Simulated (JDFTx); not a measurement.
The system is Pt.

```
Pt
1.0
    -1.58422    1.58422    1.58422
     1.58422   -1.58422    1.58422
     1.58422    1.58422   -1.58422
Pt
1
Cartesian
  0.0000 0.0000 0.0000
```

This isn't the form of Pt at room conditions, which is fcc.

| Quantity | Value |
| --- | --- |
| Program | JDFTx 1.7.0 (patched build) |
| Task | relaxation of cell and atoms |
| Functional | TPSS |
| Potentials or basis | SG15-PBE-1.2 with smoothed tails |
| Cutoff | 1088 eV |
| Density cutoff | 4354 eV |
| k mesh | 6 × 6 × 6 |
| Occupations | fermi-dirac, width 0.05 eV |
| Spin | no spin polarisation |

At the start: pressure -4.8 GPa; volume 15.90 Å³/atom.

Where does the relaxation end?

Over 7 steps the energy falls by 4.8 meV/atom and the volume is 15.59 Å³/atom (-1.9 %); space group Im-3m (No. 229, to 0.05 Å).

The path:
| step | energy change (eV) | largest force (eV/Å) | pressure (GPa) | volume (Å³) |
| --- | --- | --- | --- | --- |
| 1 | 0.0000 | 0.0000 | -4.83 | 15.90 |
| 2 | -0.0011 | 0.0000 | -4.28 | 15.87 |
| 3 | -0.0048 | 0.0000 | -0.05 | 15.60 |
| 4 | -0.0048 | 0.0000 | 0.00 | 15.59 |
| 5 | -0.0048 | 0.0000 | -0.01 | 15.59 |
| 6 | -0.0048 | 0.0000 | 0.00 | 15.59 |
| 7 | -0.0048 | 0.0000 | 0.00 | 15.59 |

Final structure:
```yaml
crystal:
  lattice:
    - [-1.57388, 1.57388, 1.57388]
    - [1.57388, -1.57388, 1.57388]
    - [1.57388, 1.57388, -1.57388]
  atoms:
    - { symbol: Pt, position: [0.00000, 0.00000, 0.00000] }
```

Caveat: the k mesh is coarse (spacing up to 0.47 Å⁻¹), so the values aren't converged; meta-GGA forces are noisy on this grid; the potentials were made for another functional, which shifts forces and pressure.
